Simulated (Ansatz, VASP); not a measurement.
# One calculation of BN, two programs

```xyz
4
Lattice="2.5021 0.0000 0.0000 -1.2510 2.1669 0.0000 0.0000 0.0000 4.1394" Properties=species:S:1:pos:R:3 pbc="T T T"
B     1.2510    0.7223    4.1376
B     0.0000    1.4446    2.0679
N     1.2510    0.7223    2.5889
N     0.0000    1.4446    0.5192
```

Alike in both runs: functional PBE; k mesh 12 × 12 × 6; occupations gaussian, width 0.02 eV; no spin polarisation.

Ansatz relaxed the structure, and its values are those at the end. VASP's run is a single point on that final structure, the one shown.

|  | VASP | Ansatz |
| --- | --- | --- |
| version | VASP 6.6.1 | Ansatz 0.2.0 |
| potentials or method | VASP PAW PBE potentials, release 64 (B, N) | scalar-relativistic, plane waves, PAW |
| plane-wave cutoff (eV) | 520 | 420 |
| valence electrons in the cell | 16 | 16 |

VASP gave:

| Property | Result |
| --- | --- |
| gap on the k mesh at the Fermi level (eV) | 5.07 |
| least direct gap on the mesh (eV) | 8.52 |
| pressure (GPa) | 26.2 |

Which values does Ansatz return?

gap on the k mesh at the Fermi level (eV): 5.09; least direct gap on the mesh (eV): 8.53; pressure (GPa): 25.7.

Caveats: so large a pressure means that the cell lies far from this level's equilibrium, or that cutoff or potentials fall short (VASP). A hybrid or GW would open this gap; PBE tends to underestimate it. A k mesh can miss the band edges.
